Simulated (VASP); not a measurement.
Input of a VASP 6.6.1 run:

File POSCAR:

```
TiB2
1.0
    3.0292000000      0.0000000000      0.0000000000
   -1.5146000000      2.6233641531      0.0000000000
    0.0000000000      0.0000000000      3.2284000000
Ti B
1 2
Direct
    0.0000000000      0.0000000000      0.0000000000
    0.6666666667      0.3333333333      0.5000000000
    0.3333333333      0.6666666667      0.5000000000
```

INCAR.step1

```
ALGO = Normal
EDIFF = 1E-8
EDIFFG = -0.002
ENCUT = 600
GGA = PE
IBRION = 2
ISIF = 3
ISMEAR = 0
LASPH = T
LCHARG = F
LREAL = F
LWAVE = F
NELM = 80
NSW = 40
PREC = Accurate
SIGMA = 0.02
```

File INCAR.step2:

```
ALGO = Normal
EDIFF = 1E-8
ENCUT = 600
GGA = PE
IBRION = 6
ISIF = 3
ISMEAR = 0
LASPH = T
LCHARG = F
LREAL = F
LWAVE = F
NELM = 80
NFREE = 2
NSW = 1
POTIM = 0.015
PREC = Accurate
SIGMA = 0.02
```

KPOINTS

```
k-points
0
Gamma
  7 7 6
```

Potentials or basis: VASP PAW PBE potentials, release 64 (Ti_sv, B).

Command:

```sh
$ cat potpaw_PBE.64/Ti_sv/POTCAR potpaw_PBE.64/B/POTCAR > POTCAR
$ cp INCAR.step1 INCAR
$ mpirun -np 1 vasp_std > vasp.out
$ cp CONTCAR POSCAR
$ cp INCAR.step2 INCAR
$ mpirun -np 1 vasp_std > vasp.out
```

(1) Predict the Voigt bulk modulus.

(2) Estimate the highest phonon frequency at Γ, LO-TO splitting left out.

(3) Predict the space group after relaxing (to 0.05 Å).

(4) Predict the relaxed volume.

(5) Predict the relaxed cell.

Answers

(1) 255 GPa.

(2) 888 cm⁻¹.

(3) P6/mmm (No. 191).

(4) 8.56 Å³/atom.

(5) a = 3.035 Å, b = 3.035 Å, c = 3.219 Å, α = 90.00°, β = 90.00°, γ = 120.00°.
